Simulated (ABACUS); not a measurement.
**MgS under changes of volume**

One of the cells (22.740 Å³/atom); the others are scaled copies at fixed shape and fractional positions:

```
S Mg
1.0
     0.00000    2.83312    2.83312
     2.83312    0.00000    2.83312
     2.83312    2.83312    0.00000
S Mg
1 1
Direct
  0.25000 0.25000 0.25000
  0.00000 0.00000 0.00000
```

The cell comes from a database or a generator and needn't be the stable form of this composition.

| Property | Result |
| --- | --- |
| Program | ABACUS 3.10.1 |
| Functional | PBE |
| Potentials or basis | PseudoDojo NC SR 0.4.1 PBE standard |
| Cutoff | 1361 eV |
| Density cutoff | 5442 eV |
| Basis | DZP LCAO (the cutoffs set its grid) |
| k mesh | 8 × 8 × 8 |
| Occupations | fermi-dirac, width 0.05 eV |
| Spin | no spin polarisation |

```tsv
volume (Å³/atom)	energy over the lowest point (meV/atom)	pressure (GPa)	gap on the mesh (eV)
21.376	34.21	5.8	4.10
21.831	19.82	4.3	3.98
22.285	?	?	?
22.740	3.19	1.7	3.75
23.195	0.09	0.5	3.64
23.650	0.00	-0.5	3.53
24.105	2.81	-1.4	3.43
```

**Question.** What does the run at 22.285 Å³/atom give?

**Answer.** Energy over the lowest point 9.62 meV/atom; pressure 2.9 GPa; gap on the mesh 3.86 eV.

Worked out: A Birch-Murnaghan fit of order 3 (a polynomial in V^(-2/3)) to the other rows has its minimum at 23.43 Å³/atom with B0 = V·E''(V) = 53 GPa and B' = 4.1. It gives 9.65 meV/atom at 22.285 Å³/atom, against the run's 9.62, and -dE/dV = 2.9 GPa, against 2.9. A straight line through the other rows of the gap, of slope -5.59 eV per unit of ln V (its deformation potential), gives 3.87 eV, against the run's 3.86.

Energies are extrapolated to zero smearing.

Caveats: the atomic orbitals were generated for these runs and aren't a published set; the basis of atomic orbitals isn't converged, which shifts pressures, moduli and gaps.
